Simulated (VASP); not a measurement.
# C (P6_3/mmc) in VASP: settings compared, part 2 of 3

VASP 6.6.1.

**4. Band structure, r2SCAN**

The input, INCAR:

```
SYSTEM = C
PREC = Accurate
ENCUT = 520
EDIFF = 1E-6
ISMEAR = 0
SIGMA = 0.03
LREAL = .False.
LASPH = .True.
NELM = 80
ALGO = Normal
ISIF = 2
LWAVE = .False.
LCHARG = .False.
METAGGA = R2SCAN
LMIXTAU = .True.
KPAR = 2
```

The input, KPOINTS:

```
regular mesh
0
Gamma
  12 12 4
  0 0 0
```

The input, POSCAR:

```
C                                       
1.0
    2.4653911126     -0.0000000000      0.0000000000
   -1.2326955564      2.1350913339     -0.0000000000
    0.0000000000      0.0000000000      6.6815898888
  C             
     4
Direct
     0.0000000000000000    0.0000000000000000    0.2500000000000000
     0.0000000000000000    1.0000000000000000    0.7500000000000000
     0.3333333300000021    0.6666666699999979    0.2500000000000000
     0.6666666699999979    0.3333333300000021    0.7500000000000000
```

KPOINTS_OPT is that of step 3.

Potentials or basis: VASP PAW PBE potentials, release 64 (C).

Run with:

```
> cat potpaw_PBE.64/C/POTCAR > POTCAR
> mpirun -np 2 vasp_std > vasp.out
```

OUTCAR:

```text
SYSTEM = C
   PREC = Accurate
   ENCUT = 520
   EDIFF = 1E-6
   ISMEAR = 0
   LREAL = .False.
   LASPH = .True.
   NELM = 80
   ISIF = 2
   METAGGA = R2SCAN

 ion  position               nearest neighbor table
   1  0.000  0.000  0.250-   3 1.42   3 1.42   3 1.42
   2  0.000  0.000  0.750-   4 1.42   4 1.42   4 1.42
   3  0.333  0.667  0.250-   1 1.42   1 1.42   1 1.42
   4  0.667  0.333  0.750-   2 1.42   2 1.42   2 1.42

  LATTYP: Found a hexagonal cell.
 ALAT       =     2.4653911126
 C/A-ratio  =     2.7101541231

  Lattice vectors:

 A1 = (   2.4653911126,   0.0000000000,   0.0000000000)
 A2 = (  -1.2326955564,   2.1350913339,   0.0000000000)
 A3 = (   0.0000000000,   0.0000000000,   6.6815898888)

Analysis of symmetry for initial positions (statically):
=====================================================================
 Subroutine PRICEL returns:
 Original cell was already a primitive cell.

 Routine SETGRP: Setting up the symmetry group for a
 hexagonal supercell.

 Subroutine GETGRP returns: Found 24 space group operations
 (whereof 12 operations were pure point group operations)
 out of a pool of 24 trial point group operations.

The static configuration has the point symmetry D_3d.
 The point group associated with its full space group is D_6h.

Analysis of symmetry for dynamics (positions and initial velocities):
=====================================================================
 Subroutine PRICEL returns:
 Original cell was already a primitive cell.

 Routine SETGRP: Setting up the symmetry group for a
 hexagonal supercell.

 Subroutine GETGRP returns: Found 24 space group operations
 (whereof 12 operations were pure point group operations)
 out of a pool of 24 trial point group operations.

The dynamic configuration has the point symmetry D_3d.
 The point group associated with its full space group is D_6h.

 Subroutine INISYM returns: Found 24 space group operations
 (whereof 12 operations are pure point group operations),
 and found     1 'primitive' translations

[... 132 lines left out ...]
  volume of cell :       35.17
 maximum number of plane-waves:       979
   NGX =  9   NGY =  9   NGZ = 25

 number of electron      15.9999994 magnetization

 Free energy of the ion-electron system (eV)
  ---------------------------------------------------
  ext. energy  EPLUGINS =         0.00000000
  ---------------------------------------------------
  free energy    TOTEN  =       -39.73293878 eV

  energy without entropy =      -39.73243361  energy(sigma->0) =      -39.73268620

 E-fermi :   4.6488     XC(G=0): -11.1482

 val. band max:        4.6466657574   @ k =   0.3333   0.3333   0.2500
 cond. band min:       4.6559533198   @ k =   0.3333   0.3333   0.5000
 fundamental gap:      0.0092875624
 Fermi energy:         4.6487908719

 k-point     1 :       0.0000    0.0000    0.0000
  band No.  band energies     occupation
      1     -16.2256      2.00000
      2     -15.9170      2.00000
      3      -4.3252      2.00000
      4      -2.2575      2.00000
      5       1.4519      2.00000
      6       1.4519      2.00000
      7       1.4724      2.00000
      8       1.4724      2.00000
      9       9.1954      0.00000
     10      13.3023      0.00000
     11      13.3034      0.00000
     12      13.3593      0.00000
[... 331 lines left out ...]
 k-point    24 :       0.3333   -0.0000    0.2500
  band No.  band energies     occupation
      1     -13.4372      2.00000
      2     -13.2519      2.00000
      3      -5.6280      2.00000
      4      -5.5275      2.00000
      5      -1.4644      2.00000
      6      -1.4239      2.00000
      7      -0.8341      2.00000
      8       0.4247      2.00000
      9       9.5557      0.00000
     10      10.2751      0.00000
     11      12.5276      0.00000
     12      12.7158      0.00000

 [... further k-points ...]

------------------------ aborting loop because EDIFF is reached ----------------------------------------

  FORCE on cell =-STRESS in cart. coord.  units (eV):
  Direction    XX          YY          ZZ          XY          YZ          ZX
  --------------------------------------------------------------------------------------
  -------------------------------------------------------------------------------------
  Total       -0.8729469     -0.8729469      0.3362670      0.0000000     -0.0000000      0.0000000
  in kB      -39.7664034    -39.7664034     15.3183750      0.0000000     -0.0000000      0.0000000
  external PRESSURE =     -21.4048106 kB  Pullay stress =       0.0000000 kB

 VOLUME and BASIS-vectors are now :
 -----------------------------------------------------------------------------
  energy-cutoff  :      520.00
  volume of cell :       35.17
      direct lattice vectors                 reciprocal lattice vectors
     2.465391113  0.000000000  0.000000000     0.405615156  0.234182019  0.000000000
    -1.232695556  2.135091334  0.000000000     0.000000000  0.468364039  0.000000000
     0.000000000  0.000000000  6.681589889     0.000000000  0.000000000  0.149664977

 POSITION                                       TOTAL-FORCE (eV/Angst)
 -----------------------------------------------------------------------------------
      0.00000      0.00000      1.67040         0.000000     -0.000000     -0.000000
      0.00000      0.00000      5.01119        -0.000000      0.000000     -0.000000
     -0.00000      1.42339      1.67040        -0.000000      0.000000     -0.000000
      1.23270      0.71170      5.01119         0.000000     -0.000000      0.000000
 -----------------------------------------------------------------------------------
    total drift:                               -0.000000      0.000000      0.000000

  FREE ENERGIE OF THE ION-ELECTRON SYSTEM (eV)
  ---------------------------------------------------
  free  energy   TOTEN  =       -39.7329387838 eV

  energy  without entropy=      -39.7324336134  energy(sigma->0) =      -39.73268620
```

OSZICAR:

```text
N       E                     dE             d eps       ncg     rms          rms(c)
DAV:   1     0.458105587733E+02    0.45811E+02   -0.85674E+03  1376   0.126E+03
DAV:   2    -0.413845439723E+02   -0.87195E+02   -0.79457E+02  1924   0.236E+02
DAV:   3    -0.453648300195E+02   -0.39803E+01   -0.39525E+01  1760   0.510E+01
[... 49 lines left out ...]
DAV:   9    -0.414553351978E+04   -0.54266E-06     1100
       N       E                     dE             ncg
DAV:   1     0.890256246088E+04   -0.34577E+05     1008
DAV:   2     0.589549448803E+04   -0.30071E+04     1288
DAV:   3     0.576775532080E+04   -0.12774E+03     1240
DAV:   4     0.576660959453E+04   -0.11457E+01     1176
DAV:   5     0.576659187209E+04   -0.17722E-01     1196
DAV:   6     0.576659147369E+04   -0.39840E-03     1196
DAV:   7     0.576659146292E+04   -0.10766E-04     1132
DAV:   8     0.576659146254E+04   -0.38162E-06      792
```

stdout:

```text
POSCAR found type information on POSCAR C
 POSCAR found :  1 types and       4 ions
 scaLAPACK will be used
 -----------------------------------------------------------------------------
|                                                                             |
|                                                                             |
|     You enforced a specific xc type in the INCAR file but a different       |
|     I HOPE YOU KNOW WHAT YOU ARE DOING!                                     |
|                                                                             |
 -----------------------------------------------------------------------------

 LDA part: xc-table for (None), standard interpolation
 POSCAR, INCAR and KPOINTS ok, starting setup
 FFT: planning ... GRIDC
 FFT: planning ... GRID_SOFT
 FFT: planning ... GRID
 WAVECAR not read
 entering main loop
 Start KPOINTS_OPT (optional k-point list driver)
k-point batch [1-57\213]
k-point batch [58-114\213]
k-point batch [115-171\213]
k-point batch [172-213\213]
```

Wall time 86 s (2 MPI ranks of Intel Xeon 6975P-C (Granite Rapids), shared host); peak memory 0.16 GiB.

What came out:

```yaml
Free_energy: -39.7329 eV
Pressure: -2.1 GPa
Band_gap_along_the_path: none (metal or under the smearing width)
```

Levels at the corners of the path, in eV from the Fermi level:
```tsv
point	band 4	band 5	band 6	band 7	band 8	band 9	band 10	band 11	band 12
Γ	-6.91	-3.20	-3.20	-3.18	-3.18	4.55	8.65	8.66	8.71
M	-13.93	-6.79	-6.73	-2.93	-2.20	1.62	2.35	7.47	7.89
M	-13.93	-6.79	-6.73	-2.93	-2.20	1.62	2.35	7.47	7.89
K	-13.34	-11.05	-11.05	-0.67	-0.02	-0.02	0.79	11.62	11.62
K	-13.34	-11.05	-11.05	-0.67	-0.02	-0.02	0.79	11.62	11.62
Γ	-6.91	-3.20	-3.20	-3.18	-3.18	4.55	8.65	8.67	8.71
Γ	-6.91	-3.20	-3.20	-3.18	-3.18	4.55	8.65	8.67	8.71
A	-8.04	-3.19	-3.19	-3.19	-3.19	7.36	7.36	8.68	8.68
A	-8.04	-3.19	-3.19	-3.19	-3.19	7.36	7.36	8.68	8.68
L	-13.98	-6.76	-6.76	-2.50	-2.50	1.77	1.77	7.67	7.67
L	-13.98	-6.76	-6.76	-2.50	-2.50	1.77	1.77	7.67	7.67
H	-13.44	-11.05	-11.05	0.01	0.01	0.02	0.02	10.56	10.56
H	-13.44	-11.05	-11.05	0.01	0.01	0.02	0.02	10.56	10.56
A	-8.04	-3.19	-3.19	-3.19	-3.19	7.36	7.36	8.68	8.68
L	-13.98	-6.76	-6.76	-2.50	-2.50	1.77	1.77	7.67	7.67
M	-13.93	-6.79	-6.73	-2.93	-2.20	1.62	2.35	7.47	7.89
K	-13.34	-11.05	-11.05	-0.67	-0.02	-0.02	0.79	11.62	11.62
H	-13.44	-11.05	-11.05	0.01	0.01	0.02	0.02	10.56	10.56
```

Caveat: the PAW data sets were made with another functional, which shifts forces and pressure a little.

**5. Dielectric tensor, PBE**

The input, INCAR:

```
ALGO = Fast
EDIFF = 1E-8
ENCUT = 520
GGA = PE
ISIF = 2
ISMEAR = 0
KPAR = 2
LASPH = T
LCHARG = F
LEPSILON = T
LREAL = F
LWAVE = F
NELM = 80
PREC = Accurate
SIGMA = 0.03
```

The input, KPOINTS:

```
k-points
0
Gamma
  21 21 6
```

POSCAR is that of step 4.

Potentials or basis: VASP PAW PBE potentials, release 64 (C).

Run with:

```
> cat potpaw_PBE.64/C/POTCAR > POTCAR
> mpirun -np 2 vasp_std > vasp.out
```

OUTCAR:

```text
EDIFF = 1E-8
   ENCUT = 520
   GGA = PE
   ISIF = 2
   ISMEAR = 0
   LASPH = T
   LEPSILON = T
   LREAL = F
   NELM = 80
   PREC = Accurate

 ion  position               nearest neighbor table
   1  0.000  0.000  0.250-   3 1.42   3 1.42   3 1.42
   2  0.000  0.000  0.750-   4 1.42   4 1.42   4 1.42
   3  0.333  0.667  0.250-   1 1.42   1 1.42   1 1.42
   4  0.667  0.333  0.750-   2 1.42   2 1.42   2 1.42

  LATTYP: Found a hexagonal cell.
 ALAT       =     2.4653911126
 C/A-ratio  =     2.7101541231

  Lattice vectors:

 A1 = (   2.4653911126,   0.0000000000,   0.0000000000)
 A2 = (  -1.2326955564,   2.1350913339,   0.0000000000)
 A3 = (   0.0000000000,   0.0000000000,   6.6815898888)

Analysis of symmetry for initial positions (statically):
=====================================================================
 Subroutine PRICEL returns:
 Original cell was already a primitive cell.

 Routine SETGRP: Setting up the symmetry group for a
 hexagonal supercell.

 Subroutine GETGRP returns: Found 24 space group operations
 (whereof 12 operations were pure point group operations)
 out of a pool of 24 trial point group operations.
[... 593 lines left out ...]

  energy without entropy =       -0.21823103

------------------------ aborting loop because EDIFF is reached ----------------------------------------

 PIEZOELECTRIC TENSOR FIELD DIRECTION 3  (e Angst)
 -----------------------------------------------------------------------------
    -0.00088 -0.00000  0.00000           ( -0.00000  0.00000  0.00000)
     0.00000 -0.00088  0.00000           (  0.00000 -0.00000  0.00000)
     0.00000 -0.00000  0.00236           (  0.00000  0.00000 -0.00000)

 PIEZOELECTRIC TENSOR FIELD DIRECTION 3  (C/m^2)
 -----------------------------------------------------------------------------
    -0.00040 -0.00000  0.00000
     0.00000 -0.00040  0.00000
     0.00000 -0.00000  0.00108

 MACROSCOPIC STATIC DIELECTRIC TENSOR (including local field effects in DFT)
 ------------------------------------------------------
       18360.709111    -0.000001    -0.000000
          -0.000001 18360.709113    -0.000000
           0.000000     0.000000     3.063916
 ------------------------------------------------------

 PIEZOELECTRIC TENSOR (including local field effects)  for field in x, y, z        (e  Angst)
          XX          YY          ZZ          XY          YZ          ZX
  --------------------------------------------------------------------------------
  x     0.00000     0.00000     0.00000     0.00000     0.00000     0.00000
  y     0.00000     0.00000     0.00000     0.00000     0.00000     0.00000
  z     0.00000     0.00000     0.00000     0.00000     0.00000     0.00000

 PIEZOELECTRIC TENSOR (including local field effects)  for field in x, y, z        (C/m^2)
          XX          YY          ZZ          XY          YZ          ZX
  --------------------------------------------------------------------------------
  x     0.00000     0.00000     0.00000     0.00000     0.00000     0.00000
  y     0.00000     0.00000     0.00000     0.00000     0.00000     0.00000
  z     0.00000     0.00000     0.00000     0.00000     0.00000     0.00000

 BORN EFFECTIVE CHARGES (including local field effects) (in |e|, cummulative output)
 ---------------------------------------------------------------------------------
 ion    1
    1   -36.76587     0.00000     0.00000
    2     0.00000   -36.76587     0.00000
    3    -0.00000    -0.00000     0.06416
 ion    2
    1   -36.76587     0.00000    -0.00000
    2     0.00000   -36.76587    -0.00000
    3     0.00000     0.00000     0.06416
 ion    3
    1    36.76587    -0.00000     0.00000
    2    -0.00000    36.76587     0.00000
    3     0.00000    -0.00000    -0.06416
 ion    4
    1    36.76587    -0.00000     0.00000
    2    -0.00000    36.76587     0.00000
    3     0.00000     0.00000    -0.06416
```

OSZICAR:

```text
N       E                     dE             d eps       ncg     rms          rms(c)
DAV:   1     0.493556444981E+02    0.49356E+02   -0.83374E+03  4624   0.123E+03
DAV:   2    -0.353222474571E+02   -0.84678E+02   -0.77085E+02  6492   0.230E+02
DAV:   3    -0.391490059587E+02   -0.38268E+01   -0.37951E+01  5904   0.490E+01
[... 11 lines left out ...]
RMM:   5    -0.218222859930E+00   -0.70648E-02   -0.55137E-04  7910   0.180E-01    0.972E-03
RMM:   6    -0.218071240979E+00    0.15162E-03   -0.24048E-05  8273   0.257E-02    0.448E-03
RMM:   7    -0.218183605207E+00   -0.11236E-03   -0.23912E-06  8093   0.125E-02    0.926E-04
RMM:   8    -0.218229231707E+00   -0.45626E-04   -0.28034E-07  7911   0.332E-03    0.115E-04
RMM:   9    -0.218235027927E+00   -0.57962E-05   -0.67821E-08  8410   0.878E-04    0.435E-05
RMM:  10    -0.218231915750E+00    0.31122E-05   -0.33395E-08  7168   0.375E-04    0.149E-05
RMM:  11    -0.218231034727E+00    0.88102E-06   -0.50521E-08  6066   0.308E-04    0.395E-06
```

Run time: 4.8 min. Hardware: 2 MPI ranks of Intel Xeon 6975P-C (Granite Rapids), shared host; peak memory 0.52 GiB.

What came out:

```
Band gap on the k mesh                  : none (metal or under the smearing width)
Electronic dielectric tensor (diagonal) : 18360.71, 18360.71, 3.06
Born charges (mean of the diagonal)     : C -24.49, +24.49 e
```

Levels at points of the mesh, in eV from the Fermi level:
```
           k point  band 4  band 5  band 6  band 7  band 8  band 9  band 10  band 11  band 12
(0.00, 0.00, 0.00)   -6.51   -3.01   -3.01   -2.99   -2.99    4.33     8.32     8.32     8.38
(0.00, 0.00, 0.50)   -7.62   -3.00   -3.00   -3.00   -3.00    7.00     7.00     8.35     8.35
```

Electronic dielectric tensor:
```
18360.71     0.00     0.00
    0.00 18360.71     0.00
    0.00     0.00     3.06
```

Born effective charge tensors (e):
atom 1, C
```
-36.77   0.00   0.00
  0.00 -36.77   0.00
  0.00   0.00   0.06
```
atom 2, C
```
-36.77   0.00   0.00
  0.00 -36.77   0.00
  0.00   0.00   0.06
```
atom 3, C
```
36.77  0.00  0.00
 0.00 36.77  0.00
 0.00  0.00 -0.06
```
atom 4, C
```
36.77  0.00  0.00
 0.00 36.77  0.00
 0.00  0.00 -0.06
```

Caveat: this functional lacks dispersion, which binds the layers, so the pressure and a relaxed spacing across them are unreliable.

[end of part 2 of 3]
